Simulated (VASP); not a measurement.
Crystal: HfO2.

```
Hf O
1.0
     4.81353    0.00000    0.00000
     0.00000    4.81353    0.00000
     0.00000    0.00000    3.20542
Hf O
2 4
Direct
  0.50000 0.50000 0.50000
  0.00000 0.00000 0.00000
  0.80504 0.19496 0.50000
  0.69496 0.69496 0.00000
  0.30504 0.30504 0.00000
  0.19496 0.80504 0.50000
```

Measurements of this composition are mostly on another form, of space group No. 14.

Base run:

- Program: VASP 6.6.1
- Functional: SCAN
- Potentials or basis: VASP PAW PBE potentials, release 64 (Hf_pv, O)
- Cutoff: 520 eV
- k mesh: 6 × 6 × 8
- Occupations: fermi-dirac, width 0.05 eV
- Spin: no spin polarisation

Its results: band gap on the k mesh 4.39 eV, direct; pressure -2.2 GPa; largest force 0.041 eV/Å.

Q: The run is repeated on the same cell with these changes: functional from SCAN to r2SCAN. What comes out?

A: Band gap on the k mesh 4.53 eV, direct; pressure 0.3 GPa; largest force 0.011 eV/Å.

Caveats: the PAW data sets were made with another functional, which shifts forces and pressure a little; spin-orbit coupling is left out, which moves the levels of the heavy elements.
